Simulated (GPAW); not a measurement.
The system is Pt.

```xyz
1
Lattice="-1.5822 1.5850 1.5847 1.6029 -1.5798 1.6002 1.5675 1.5651 -1.5795" Properties=species:S:1:pos:R:3 pbc="T T T"
Pt    0.0000    0.0000    0.0000
```

This isn't the form of Pt at room conditions, which is fcc.

The cell isn't the ideal one: cell sheared at random, sigma 0.01, atoms nudged by 0.01 Å.

| Property | Result |
| --- | --- |
| Program | GPAW 26.7.0 |
| Task | relaxation of cell and atoms |
| Functional | TASK |
| Potentials or basis | GPAW PAW data sets (gpaw-data 1.2.1) |
| Cutoff | 600 eV |
| Basis | pw |
| k mesh | 7 × 7 × 7 |
| Occupations | fermi-dirac, width 0.05 eV |
| Spin | no spin polarisation |

At the start: pressure -5.5 GPa; volume 15.90 Å³/atom.

Problem. Where does the relaxation end?

Solution. Over 4 steps the energy falls by 8.2 meV/atom and the volume is 15.52 Å³/atom (-2.4 %); space group Im-3m (No. 229, to 0.05 Å).

The path:
| step | energy change (eV) | largest force (eV/Å) | pressure (GPa) | volume (Å³) |
| --- | --- | --- | --- | --- |
| 1 | 0.0000 | 0.0000 | -5.52 | 15.90 |
| 2 | -0.0074 | 0.0000 | -0.04 | 15.53 |
| 3 | -0.0078 | 0.0000 | 0.20 | 15.52 |
| 4 | -0.0082 | 0.0000 | 0.08 | 15.52 |

Final structure:
```xyz
1
Lattice="-1.5728 1.5630 1.5799 1.5727 -1.5628 1.5796 1.5718 1.5619 -1.5797" Properties=species:S:1:pos:R:3 pbc="T T T"
Pt    0.0000    0.0000    0.0000
```

Caveat: the k mesh is coarse (spacing up to 0.40 Å⁻¹), so the values aren't converged; later steps reuse the first step's grids; the PAW data sets were made with another functional, which shifts forces and pressure a little.
